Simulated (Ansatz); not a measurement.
Crystal: CsSnI3.

```
Cs I Sn
1.0
     6.20570    0.00000    0.00000
     0.00000    6.20570    0.00000
     0.00000    0.00000    6.20570
Cs I Sn
1 3 1
Cartesian
  0.0000 0.0000 0.0000
  3.1029 3.1029 0.0000
  3.1029 0.0000 3.1029
  0.0000 3.1029 3.1029
  3.1029 3.1029 3.1029
```

Base run:

* Program: Ansatz 0.2.0
* Functional: LDA
* Potentials or basis: Ansatz PAW
* Cutoff: 420 eV
* Density cutoff: 1680 eV
* k mesh: 4 × 4 × 4
* Occupations: fermi-dirac, width 0.05 eV
* Spin: spin-orbit coupling, no magnetisation

Its results: band gap on the k mesh 0.12 eV, direct; pressure -1.3 GPa.

Task: After a change of settings the same cell gave: band gap on the k mesh 0.13 eV, direct; pressure -0.4 GPa. Which change was it?
A. functional from LDA to PBEsol
B. occupations from fermi-dirac, width 0.05 eV to fixed; spin from spin-orbit coupling, no magnetisation to no spin polarisation; potential files from those of the base run to others of the same set
C. functional from LDA to PBE

Result: A.

PBEsol binds less tightly than LDA, so the same cell stands under more pressure.

Caveats: the cell was measured hot, at 500 K; the PAW data sets come from PBE, with cores solved anew for the run's functional, which leaves a small shift of forces and pressure.

Not every run made on this cell is shown here.
